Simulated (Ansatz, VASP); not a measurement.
## One calculation of Sb, two programs

```
CELL_PARAMETERS angstrom
1.56261 -4.46042 0.02015
1.56261 4.46042 0.02015
-0.08419 0.00000 4.40060
ATOMIC_POSITIONS crystal
Sb 0.88933 0.11067 0.25000
Sb 0.11067 0.88933 0.75000
```

Alike in both runs: functional PBE; k mesh 6 × 6 × 4; occupations gaussian, width 0.1 eV; no spin polarisation.

Ansatz relaxed the structure, and its values are those at the end. VASP's run is a single point on that final structure, the one shown.

|  | VASP | Ansatz |
| --- | --- | --- |
| version | VASP 6.6.1 | Ansatz 0.2.0 |
| potentials or method | VASP PAW PBE potentials, release 64 (Sb) | scalar-relativistic, plane waves, PAW |
| plane-wave cutoff (eV) | 520 | 420 |
| valence electrons in the cell | 10 | 30 |

Ansatz gave:

```
gap on the k mesh at the Fermi level (eV) : none
pressure (GPa)                            : 0.0
rms of the force components (eV/Å)        : 0.010
```

Q: What did VASP give for the same quantities?

A: gap on the k mesh at the Fermi level (eV): none; pressure (GPa): 0.0; rms of the force components (eV/Å): 0.028.

A gap of «none» marks a metal or a gap that the smearing closes. The two sets of potentials don't hold the same shells in valence.

The runs have no spin-orbit coupling, so splittings on Sb are missing.
